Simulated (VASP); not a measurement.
# BN (Fmm2) in VASP: further runs

Runs on BN. Level: PBE. Tasks: single point.

Program: VASP 6.6.1. These are calculated values, not measurements. Logs are shortened: lines on timing, memory, paths and dates and some standing lists are left out, and cuts for length are marked.

### Step 1. The structure

Symmetry: Fmm2, No. 42, orthorhombic system. The conventional cell has a = 2.503 Å, b = 6.991 Å, c = 4.332 Å, α = 90.00°, β = 90.00°, γ = 90.00°. N (site symmetry mm2) has 3 B at 1.44 Å as nearest neighbours. B (site symmetry mm2) has 3 N at 1.44 Å as nearest neighbours.

Measurements of this composition are mostly on another form, of space group No. 194.

### Step 2. Single point, PBE

Contents of INCAR:

```
PREC = Accurate
ENCUT = 400
EDIFF = 1E-7
ISMEAR = 0
SIGMA = 0.05
LREAL = False
LASPH = True
NELM = 100
ALGO = Normal
ISIF = 2
LWAVE = False
LCHARG = False
GGA = PE
ADDGRID = False
```

Contents of KPOINTS:

```
regular mesh
0
Gamma
  11 11 11
```

Contents of POSCAR:

```
BN
1.0
    0.0000000000      3.4953158300      2.1660912400
    1.2516321000      0.0000000000      2.1660912400
    1.2516321000      3.4953158300      0.0000000000
N B
1 1
Direct
    0.6666513400      0.6666513400      0.3333486600
    0.0000486500      0.0000486500      0.9999513500
```

Potentials or basis: VASP PAW PBE potentials, release 64 (N_s, B_s).

Launch:

```sh
cat potpaw_PBE.64/N_s/POTCAR potpaw_PBE.64/B_s/POTCAR > POTCAR
mpirun -np 1 vasp_std > vasp.out
```

OUTCAR:

```text
PREC = Accurate
   ENCUT = 400
   EDIFF = 1E-7
   ISMEAR = 0
   LREAL = False
   LASPH = True
   NELM = 100
   ISIF = 2
   GGA = PE

 Found    216 irreducible k-points:

 Following reciprocal coordinates:
            Coordinates               Weight
  0.000000  0.000000  0.000000      1.000000
  0.090909 -0.000000 -0.000000      8.000000
  0.181818  0.000000 -0.000000      8.000000
  0.272727  0.000000 -0.000000      8.000000
  0.363636  0.000000  0.000000      8.000000
  0.454545 -0.000000 -0.000000      8.000000
   k-points           NKPTS =    216   k-points in BZ     NKDIM =    216   number of bands    NBANDS=      8
   number of dos      NEDOS =    301   number of ions     NIONS =      2
   total plane-waves  NPLWV =  10752
   dimension x,y,z NGX =    28 NGY =   16 NGZ =   24
   dimension x,y,z NGXF=    56 NGYF=   32 NGZF=   48
   ions per type =               1   1
   NGX,Y,Z   is equivalent  to a cutoff of  11.32, 10.63, 10.75 a.u.
   NGXF,Y,Z  is equivalent  to a cutoff of  22.64, 21.26, 21.49 a.u.
 SYSTEM =  unknown system
   PREC   = accura    normal or accurate (medium, high low for compatibility)
   ISTART =      0    job   : 0-new  1-cont  2-samecut
   ICHARG =      2    charge: 1-file 2-atom 10-const
   ISPIN  =      1    spin polarized calculation?
   LNONCOLLINEAR =      F non collinear calculations
   LSORBIT =      F    spin-orbit coupling
   LASPH  =      T    aspherical Exc in radial PAW
   ENCUT  =  400.0 eV  29.40 Ry    5.42 a.u.   6.71  4.08  6.05*2*pi/ulx,y,z
   NELM   =    100;   NELMIN=  2; NELMDL= -5     # of ELM steps
   EDIFF  = 0.1E-06   stopping-criterion for ELM
   LREAL  =      F    real-space projection
   EDIFFG = 0.1E-05   stopping-criterion for IOM
   NSW    =      0    number of steps for IOM
   IBRION =     -1    ionic relax: 0-MD 1-quasi-New 2-CG
   NFREE  =      0    steps in history (QN), initial steepest desc. (CG)
   ISIF   =      2    stress and relaxation
   ISYM   =      2    0-nonsym 1-usesym 2-fastsym
   POTIM  = 0.5000    time-step for ionic-motion
   TEBEG  =    0.0;   TEEND  =   0.0 temperature during run
   PSTRESS=    0.0 pullay stress
   NELECT =       8.0000    total number of electrons
   NUPDOWN=      -1.0000    fix difference up-down
   EMIN   =  10.00;   EMAX   =-10.00  energy-range for DOS
   EFERMI =   0.00;   METHOD = LEGACY
   ISMEAR =     0;   SIGMA  =   0.05  broadening in eV -4-tet -1-fermi 0-gaus
   EFERMI_NEDOS =   21; number of points for ismear=-14 and -15
   IALGO  =     38    algorithm
   IMIX   =      4    mixing-type and parameters
     AMIX     =   0.40;   BMIX     =  1.00
     AMIX_MAG =   1.60;   BMIX_MAG =  1.00
  volume/ion in A,a.u.               =       9.48        63.95
  Fermi-wavevector in a.u.,A,eV,Ry     =   1.228047  2.320672 20.518928  1.508099
  Thomas-Fermi vector in A             =   2.362987
   LORBIT       =      0    0 simple, 1 ext, 2 COOP (PROOUT), +10 PAW based schemes
   GGA     = PE    functional components
   LHFCALC =     F    Hartree Fock is set to
   AEXX    =    0.0000 exact exchange contribution
   IVDW    =     0    specifies the selected vdW correction
   LEPSILON=     F    determine dielectric tensor
   LRPA    =     F    only Hartree local field effects (RPA)
 non-spin polarized calculation
 Gauss-broadening in eV      SIGMA  =   0.05
  energy-cutoff  :      400.00
  volume of cell :       18.95
 maximum number of plane-waves:       354
   NGX = 13   NGY =  9   NGZ = 11

 number of electron       8.0000000 magnetization

 Free energy of the ion-electron system (eV)
  ---------------------------------------------------
  ext. energy  EPLUGINS =         0.00000000
  ---------------------------------------------------
  free energy    TOTEN  =       -17.54977667 eV

  energy without entropy =      -17.54977667  energy(sigma->0) =      -17.54977667

 E-fermi :   3.4608     XC(G=0):  -9.6972

 val. band max:        3.2030926524   @ k =   0.4545  -0.3636   0.0909
 cond. band min:       7.0688292844   @ k =   0.0000   0.4545   0.4545
 fundamental gap:      3.8657366319
 Fermi energy:         3.4607659650

 k-point     1 :       0.0000    0.0000    0.0000
  band No.  band energies     occupation
      1     -14.7345      2.00000
      2      -1.3351      2.00000
      3       1.7185      2.00000
      4       1.7258      2.00000
      5       8.0111      0.00000
      6      14.6718      0.00000
      7      14.7317      0.00000
      8      16.1234      0.00000

 k-point     2 :       0.0909   -0.0000   -0.0000
  band No.  band energies     occupation
      1     -14.5696      2.00000
      2      -1.1739      2.00000
      3       1.0586      2.00000
      4       1.4146      2.00000
      5       8.3825      0.00000
      6      14.6276      0.00000
      7      15.3899      0.00000
      8      15.5545      0.00000

 k-point     3 :       0.1818    0.0000   -0.0000
  band No.  band energies     occupation
      1     -14.0866      2.00000
      2      -0.7220      2.00000
      3      -0.5349      2.00000
      4       0.6941      2.00000
      5       9.3490      0.00000
      6      14.0399      0.00000
      7      14.4624      0.00000
      8      17.2668      0.00000

 k-point     4 :       0.2727    0.0000   -0.0000
  band No.  band energies     occupation
      1     -13.3292      2.00000
      2      -2.5511      2.00000
      3      -0.0952      2.00000
      4       0.1037      2.00000
      5      10.4624      0.00000
      6      12.2649      0.00000
      7      14.3522      0.00000
      8      19.8464      0.00000

 k-point     5 :       0.3636    0.0000    0.0000
  band No.  band energies     occupation
      1     -12.4145      2.00000
      2      -4.4181      2.00000
      3      -0.7166      2.00000
      4       1.1076      2.00000
      5       9.4553      0.00000
      6      12.5051      0.00000
      7      14.7405      0.00000
      8      20.5934      0.00000

 k-point     6 :       0.4545   -0.0000   -0.0000
  band No.  band energies     occupation
      1     -11.6637      2.00000
      2      -5.6799      2.00000
      3      -1.0511      2.00000
      4       1.9896      2.00000
      5       8.0166      0.00000
      6      12.9505      0.00000
      7      16.0763      0.00000
      8      19.1504      0.00000

 [... further k-points ...]

------------------------ aborting loop because EDIFF is reached ----------------------------------------

  FORCE on cell =-STRESS in cart. coord.  units (eV):
  Direction    XX          YY          ZZ          XY          YZ          ZX
  --------------------------------------------------------------------------------------
  -------------------------------------------------------------------------------------
  Total        0.6486488      0.1580838      0.6548064      0.0000000      0.0000000      0.0000000
  in kB       54.8340564     13.3637403     55.3545909      0.0000000      0.0000000      0.0000000
  external PRESSURE =      41.1841292 kB  Pullay stress =       0.0000000 kB

 VOLUME and BASIS-vectors are now :
 -----------------------------------------------------------------------------
  energy-cutoff  :      400.00
  volume of cell :       18.95
      direct lattice vectors                 reciprocal lattice vectors
     0.000000000  3.495315830  2.166091240    -0.399478409  0.143048590  0.230830535
     1.251632100  0.000000000  2.166091240     0.399478409 -0.143048590  0.230830535
     1.251632100  3.495315830  0.000000000     0.399478409  0.143048590 -0.230830535

 POSITION                                       TOTAL-FORCE (eV/Angst)
 -----------------------------------------------------------------------------------
      1.25163      3.49532      2.88806         0.000000      0.000000     -0.010482
      1.25163      3.49532      0.00021         0.000000      0.000000      0.010482
 -----------------------------------------------------------------------------------
    total drift:                                0.000001      0.000001      0.000036

  FREE ENERGIE OF THE ION-ELECTRON SYSTEM (eV)
  ---------------------------------------------------
  free  energy   TOTEN  =       -17.5497766686 eV

  energy  without entropy=      -17.5497766686  energy(sigma->0) =      -17.54977667
```

It took 12 s on 1 thread of Intel Xeon 6975P-C (Granite Rapids), shared host; peak memory 0.14 GiB.

The run converged, but some of its settings lie outside the range that counts as converged, so its numbers aren't taken as properties of the crystal.

Results:

```yaml
Free_energy: -17.5498 eV
Pressure: 4.1 GPa
Largest_force: 0.010 eV/Å
Band_gap_on_the_k_mesh: 3.87 eV, indirect (least direct gap 4.72 eV)
```

Caveat: an odd mesh through Γ misses points on the zone boundary, where band edges often lie.

### Step 3. Single point, PBE

INCAR is that of step 2.

KPOINTS is that of step 2.

Contents of POSCAR:

```
BN
1.0
    0.0000000000      3.4953158300      2.1660912400
    1.2516321000      0.0000000000      2.1660912400
    1.2516321000      3.4953158300      0.0000000000
N B
1 1
Direct
    0.6643870000      0.6373240000      0.3259630000
   -0.0156690000     -0.0240960000      1.0349220000
```

Potentials or basis: VASP PAW PBE potentials, release 64 (N_s, B_s).

Launch:

```sh
cat potpaw_PBE.64/N_s/POTCAR potpaw_PBE.64/B_s/POTCAR > POTCAR
mpirun -np 1 vasp_std > vasp.out
```

Run time: 31 s. Hardware: 1 thread of Intel Xeon 6975P-C (Granite Rapids), shared host; peak memory 0.18 GiB.

These settings aren't checked as converged: the numbers below hold their error.

Results:

| Quantity | Value |
| --- | --- |
| Free energy | -17.4053 eV |
| Pressure | 4.9 GPa |
| Largest force | 2.764 eV/Å |
| Band gap on the k mesh | 3.71 eV, indirect (least direct gap 4.54 eV) |

Caveat: an odd mesh through Γ misses points on the zone boundary, where band edges often lie.

### Step 4. Single point, PBE

Edit INCAR of step 3 so:

```diff
@@ -1,3 +1,3 @@
 PREC = Accurate
-ENCUT = 400
+ENCUT = 460
 EDIFF = 1E-7
```

KPOINTS is that of step 3.

Contents of POSCAR:

```
BN
1.0
    0.0000000000      3.4953158300      2.1660912400
    1.2516321000      0.0000000000      2.1660912400
    1.2516321000      3.4953158300      0.0000000000
N B
1 1
Direct
    0.6666513400      0.6666513400      0.3333486600
    0.0000486500      0.0000486500      0.9999513500
```

Launch:

```sh
cat potpaw_PBE.64/N_s/POTCAR potpaw_PBE.64/B_s/POTCAR > POTCAR
mpirun -np 1 vasp_std > vasp.out
```

Run time: 18 s. Hardware: 1 thread of Intel Xeon 6975P-C (Granite Rapids), shared host; peak memory 0.15 GiB.

The run converged, but some of its settings lie outside the range that counts as converged, so its numbers aren't taken as properties of the crystal.

What came out:

- Free energy: -17.5569 eV
- Pressure: 4.0 GPa
- Largest force: 0.010 eV/Å
- Band gap on the k mesh: 3.87 eV, indirect (least direct gap 4.72 eV)

Caveat: an odd mesh through Γ misses points on the zone boundary, where band edges often lie.

### Step 5. Single point, PBE

INCAR is that of step 4.

KPOINTS is that of step 4.

Contents of POSCAR:

```
BN
1.0
    0.0000000000      3.4953158300      2.1660912400
    1.2516321000      0.0000000000      2.1660912400
    1.2516321000      3.4953158300      0.0000000000
N B
1 1
Direct
    0.6643870000      0.6373240000      0.3259630000
   -0.0156690000     -0.0240960000      1.0349220000
```

Launch:

```sh
cat potpaw_PBE.64/N_s/POTCAR potpaw_PBE.64/B_s/POTCAR > POTCAR
mpirun -np 1 vasp_std > vasp.out
```

Run time: 54 s. Hardware: 1 thread of Intel Xeon 6975P-C (Granite Rapids), shared host; peak memory 0.21 GiB.

These settings aren't checked as converged: the numbers below hold their error.

Results:

```
Free energy            : -17.4129 eV
Pressure               : 4.8 GPa
Largest force          : 2.752 eV/Å
Band gap on the k mesh : 3.71 eV, indirect (least direct gap 4.54 eV)
```

Caveat: an odd mesh through Γ misses points on the zone boundary, where band edges often lie.

### Step 6. Single point, PBE

Edit INCAR of step 5 so:

```diff
@@ -3,3 +3,3 @@
 EDIFF = 1E-7
-ISMEAR = 0
+ISMEAR = -5
 SIGMA = 0.05
```

KPOINTS is that of step 5.

Contents of POSCAR:

```
BN
1.0
    0.0000000000      3.4953158300      2.1660912400
    1.2516321000      0.0000000000      2.1660912400
    1.2516321000      3.4953158300      0.0000000000
N B
1 1
Direct
    0.6666513400      0.6666513400      0.3333486600
    0.0000486500      0.0000486500      0.9999513500
```

Potentials or basis: VASP PAW PBE potentials, release 64 (N_s, B_s).

Launch:

```sh
cat potpaw_PBE.64/N_s/POTCAR potpaw_PBE.64/B_s/POTCAR > POTCAR
mpirun -np 1 vasp_std > vasp.out
```

OUTCAR:

```text
PREC = Accurate
   ENCUT = 460
   EDIFF = 1E-7
   ISMEAR = -5
   LREAL = False
   LASPH = True
   NELM = 100
   ISIF = 2
   GGA = PE

 Found    216 irreducible k-points:

 Following reciprocal coordinates:
            Coordinates               Weight
  0.000000  0.000000  0.000000      1.000000
  0.090909 -0.000000 -0.000000      8.000000
  0.181818  0.000000 -0.000000      8.000000
  0.272727  0.000000 -0.000000      8.000000
  0.363636  0.000000  0.000000      8.000000
  0.454545 -0.000000 -0.000000      8.000000
[... 133 lines left out ...]
      2      -5.6803      2.00000
      3      -1.0522      2.00000
      4       1.9882      2.00000
      5       8.0162      0.00000
      6      12.9490      0.00000
      7      16.0746      0.00000
      8      19.1495      0.00000

 [... further k-points ...]
[... 5 lines left out ...]
  --------------------------------------------------------------------------------------
  -------------------------------------------------------------------------------------
  Total        0.6294205      0.1616964      0.6354254      0.0000000      0.0000000      0.0000000
  in kB       53.2085720     13.6691345     53.7162028      0.0000000      0.0000000      0.0000000
  external PRESSURE =      40.1979697 kB  Pullay stress =       0.0000000 kB

 VOLUME and BASIS-vectors are now :
 -----------------------------------------------------------------------------
  energy-cutoff  :      460.00
  volume of cell :       18.95
      direct lattice vectors                 reciprocal lattice vectors
     0.000000000  3.495315830  2.166091240    -0.399478409  0.143048590  0.230830535
     1.251632100  0.000000000  2.166091240     0.399478409 -0.143048590  0.230830535
     1.251632100  3.495315830  0.000000000     0.399478409  0.143048590 -0.230830535

 POSITION                                       TOTAL-FORCE (eV/Angst)
 -----------------------------------------------------------------------------------
      1.25163      3.49532      2.88806         0.000000      0.000000     -0.010402
      1.25163      3.49532      0.00021         0.000000      0.000000      0.010402
 -----------------------------------------------------------------------------------
    total drift:                               -0.000001     -0.000003     -0.000001

  FREE ENERGIE OF THE ION-ELECTRON SYSTEM (eV)
  ---------------------------------------------------
  free  energy   TOTEN  =       -17.5568935633 eV

  energy  without entropy=      -17.5568935633  energy(sigma->0) =      -17.55689356
```

OSZICAR:

```text
N       E                     dE             d eps       ncg     rms          rms(c)
DAV:   1     0.191924799569E+02    0.19192E+02   -0.41943E+03  4392   0.932E+02
DAV:   2    -0.180821326639E+02   -0.37275E+02   -0.35852E+02  3728   0.212E+02
DAV:   3    -0.194493978942E+02   -0.13673E+01   -0.13673E+01  6096   0.594E+01
DAV:   4    -0.194530661255E+02   -0.36682E-02   -0.36682E-02  3952   0.263E+00
DAV:   5    -0.194530908844E+02   -0.24759E-04   -0.24759E-04  6240   0.399E-01    0.174E+01
DAV:   6    -0.177682265035E+02    0.16849E+01   -0.68474E+00  5256   0.289E+01    0.215E+01
DAV:   7    -0.176475399462E+02    0.12069E+00   -0.11490E-01  5088   0.623E+00    0.163E+01
DAV:   8    -0.175578914861E+02    0.89648E-01   -0.34339E-01  5464   0.120E+01    0.117E+00
DAV:   9    -0.175567120357E+02    0.11795E-02   -0.36795E-03  3712   0.126E+00    0.503E-01
DAV:  10    -0.175568558682E+02   -0.14383E-03   -0.23062E-03  4736   0.111E+00    0.106E-01
DAV:  11    -0.175568656702E+02   -0.98021E-05   -0.34909E-05  4216   0.943E-02    0.626E-02
DAV:  12    -0.175568934202E+02   -0.27750E-04   -0.41573E-05  4056   0.869E-02    0.134E-02
DAV:  13    -0.175568934831E+02   -0.62847E-07   -0.12988E-06  5064   0.179E-02    0.647E-03
DAV:  14    -0.175568935633E+02   -0.80280E-07   -0.50139E-08  4240   0.353E-03
   1 F= -.17556894E+02 E0= -.17556894E+02  d E =0.000000E+00
```

It took 18 s on 1 thread of Intel Xeon 6975P-C (Granite Rapids), shared host; peak memory 0.15 GiB.

These settings aren't checked as converged: the numbers below hold their error.

Results:

| Property | Result |
| --- | --- |
| Free energy | -17.5569 eV |
| Pressure | 4.0 GPa |
| Largest force | 0.010 eV/Å |
| Band gap on the k mesh | 3.87 eV, indirect (least direct gap 4.72 eV) |

Caveat: an odd mesh through Γ misses points on the zone boundary, where band edges often lie.
